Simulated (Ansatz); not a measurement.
**Ta2Si: tests of the settings**

The task, for Ta2Si: see how the k-point mesh on the displaced cell moves the results.

Program: Ansatz 0.2.0. Level of theory: DFT PBEsol, scalar-relativistic, plane waves, PAW. These are calculated values, not measurements.

1 further run of the same task is left out (set aside as unsound or not needed). Runs told in other sessions of the task aren't counted.

## Step 1: The starting structure

The structure is tetragonal, space group I4/mcm (No. 140). Conventional cell: a = 6.176 Å, b = 6.176 Å, c = 5.047 Å, α = 90.00°, β = 90.00°, γ = 90.00°. Ta (site symmetry m2m) is surrounded by 4 Si at 2.63 Å and 3 Ta at 2.86 to 2.94 Å. Around Si (site symmetry 422) lie 2 Si at 2.52 Å and 8 Ta at 2.63 Å.

As a file:

```cif
data_structure
_symmetry_space_group_name_H-M 'P 1'
_symmetry_Int_Tables_number 1
_cell_length_a 5.0435
_cell_length_b 5.0435
_cell_length_c 5.0435
_cell_angle_alpha 104.499
_cell_angle_beta 104.499
_cell_angle_gamma 119.951
_cell_volume 96.24
loop_
_atom_site_label
_atom_site_type_symbol
_atom_site_fract_x
_atom_site_fract_y
_atom_site_fract_z
_atom_site_occupancy
Ta1 Ta 0.66359 0.83641 0.50000 1
Ta2 Ta 0.83641 0.33641 0.17281 1
Ta3 Ta 0.33641 0.16359 0.50000 1
Ta4 Ta 0.16359 0.66359 0.82719 1
Si1 Si 0.25000 0.25000 0.00000 1
Si2 Si 0.75000 0.75000 0.00000 1
```

The structure comes from the Materials Project (structure only); it is used as listed.

## Step 2: The base input

File input.yaml:

```yaml
crystal:
  lattice:
    - [-3.0877629443, 3.0877629443, 2.5236412193]
    - [3.0877629443, -3.0877629443, 2.5236412193]
    - [3.0877629443, 3.0877629443, -2.5236412193]
  atoms:
    - { symbol: Ta, position: [0.66359321, 0.83640679, 0.5] }
    - { symbol: Ta, position: [0.83640679, 0.33640679, 0.17281358] }
    - { symbol: Ta, position: [0.33640679, 0.16359321, 0.5] }
    - { symbol: Ta, position: [0.16359321, 0.66359321, 0.82718642] }
    - { symbol: Si, position: [0.25, 0.25, 0.0] }
    - { symbol: Si, position: [0.75, 0.75, 0.0] }
basis:
  ecutwfc: 420
kpoints:
  mp_grid: { grid: [10, 10, 10] }
hamiltonian:
  xc: pbesol
scf:
  occupations: { method: gaussian, width: 0.1 }
output:
  forces: true
  stress: true
  eigenvalues: true
  populations: true
```

Its results, from an earlier run: -6745.4343 eV/atom at zero smearing, pressure -3.11 GPa, largest force 0.060 eV/Å, no gap on the mesh, in 6 SCF cycles and 40 s.

The runs on the displaced cell use a copy made earlier, with the atoms moved and the axes strained (about 1 %) at random, so that forces and shear stress do not vanish.

## Step 3: K-point mesh on the displaced cell set to 1×1×1

File input.yaml:

```yaml
crystal:
  lattice:
    - [-3.1352151937, 3.0490344036, 2.5335149993]
    - [3.0934842448, -3.0435399949, 2.4757331291]
    - [3.1303686861, 3.0386934872, -2.5267923988]
  atoms:
    - { symbol: Ta, position: [0.6550624683, 0.8006492982, 0.5160073376] }
    - { symbol: Ta, position: [0.8287755016, 0.3508092333, 0.1609851986] }
    - { symbol: Ta, position: [0.3803075488, 0.1684540182, 0.5109796438] }
    - { symbol: Ta, position: [0.1759711353, 0.691603323, 0.8411975825] }
    - { symbol: Si, position: [0.2697333859, 0.2604811963, -0.0109546062] }
    - { symbol: Si, position: [0.7722034753, 0.7847609141, -0.0022377297] }
basis:
  ecutwfc: 420
kpoints:
  mp_grid: { grid: [1, 1, 1] }
hamiltonian:
  xc: pbesol
scf:
  occupations: { method: gaussian, width: 0.1 }
output:
  forces: true
  stress: true
  eigenvalues: true
```

The run is started by

```sh
ansatz run input.yaml --threads 1 --pin off --max-ram 2560MiB --backend cpu --events-out ev --progress --plain --runs-dir out
```

The session goes on with these runs: K-point mesh on the displaced cell: 2×2×2; K-point mesh on the displaced cell: 4×4×2; K-point mesh on the displaced cell: 4×4×4; K-point mesh on the displaced cell: 6×6×6.

**Question.** What does this series show?

As calculated:

| quantity | value |
| --- | --- |
| k-point mesh on the displaced cell: within 10 and 1 meV/atom of 8×8×8 from | 2×2×2 for 10; 6×6×6 for 1 |

What this shows: In the sweep of the k-point mesh on the displaced cell, 6×6×6 already comes within 1 meV/atom of the reference, and so do all later runs, at about 0.48 of the reference's time. That is measured against the best run here, which may itself be short of the limit. The gaps on the coarsest meshes are artefacts of sampling: the crystal is a metal on the dense ones. The error changes sign along the series, since a k mesh isn't variational, and a metal needs dense meshes to resolve its Fermi surface. Forces come within 0.01 eV/Å only at the reference itself. Spin-orbit coupling is left out, which matters for the bands of Ta.
